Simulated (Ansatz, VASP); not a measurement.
# Two plane-wave programs on BN

File INCAR:

```
SYSTEM = BN
PREC     = Accurate       ! precision mode
ENCUT    = 520            ! plane-wave cutoff, eV
EDIFF    = 1E-7           ! SCF threshold, eV
ISMEAR   = 0              ! smearing method
SIGMA    = 0.05           ! smearing width, eV
LREAL    = .False.        ! projectors in reciprocal space
LASPH    = .True.         ! aspherical terms in the spheres
NELM     = 100            ! most SCF steps
ALGO     = Normal         ! electronic algorithm
ISIF     = 2              ! what is computed and relaxed
LWAVE    = .False.        ! write WAVECAR
LCHARG   = .False.        ! write CHGCAR
GGA      = PE             ! functional
NBANDS   = 11             ! bands
```

KPOINTS

```
regular mesh
0
Gamma
  12 12 12
  0 0 0
```

POSCAR

```
BN
1.0
    0.0000000000      1.7524591278      1.7524591278
    1.7524591278      0.0000000000      1.7524591278
    1.7524591278      1.7524591278      0.0000000000
B N
1 1
Direct
    0.0000000000      0.0000000000      0.0000000000
    0.7500000000      0.7500000000      0.7500000000
```

Input for Ansatz:

```yaml
crystal:
  lattice:
    - [0.0, 1.7524591278, 1.7524591278]
    - [1.7524591278, 0.0, 1.7524591278]
    - [1.7524591278, 1.7524591278, 0.0]
  atoms:
    - { symbol: B, position: [0.0, 0.0, 0.0] }
    - { symbol: "N", position: [0.75, 0.75, 0.75] }
basis:
  ecutwfc: 520.0
kpoints:
  mp_grid: { grid: [12, 12, 12] }
hamiltonian:
  xc: pbe
scf:
  occupations: { method: gaussian, width: 0.05 }
output:
  forces: true
  stress: true
  eigenvalues: true
```

Alike in both runs: task single point; functional PBE; k mesh 12 × 12 × 12; occupations gaussian, width 0.05 eV; no spin polarisation.

|  | VASP | Ansatz |
| --- | --- | --- |
| version | VASP 6.6.1 | Ansatz 0.2.0 |
| potentials or method | VASP PAW PBE potentials, release 64 (B, N) | scalar-relativistic, plane waves, PAW |
| plane-wave cutoff (eV) | 520 | 520 |
| valence electrons in the cell | 8 | 8 |

```csv
,VASP,Ansatz,Ansatz less VASP
gap on the k mesh at the Fermi level (eV),4.55,4.57,+0.015
least direct gap on the mesh (eV),9.26,9.28,+0.013
```

With one functional, cell and mesh, what is left measures potentials, basis and numerics.

 A k mesh can miss the band edges.
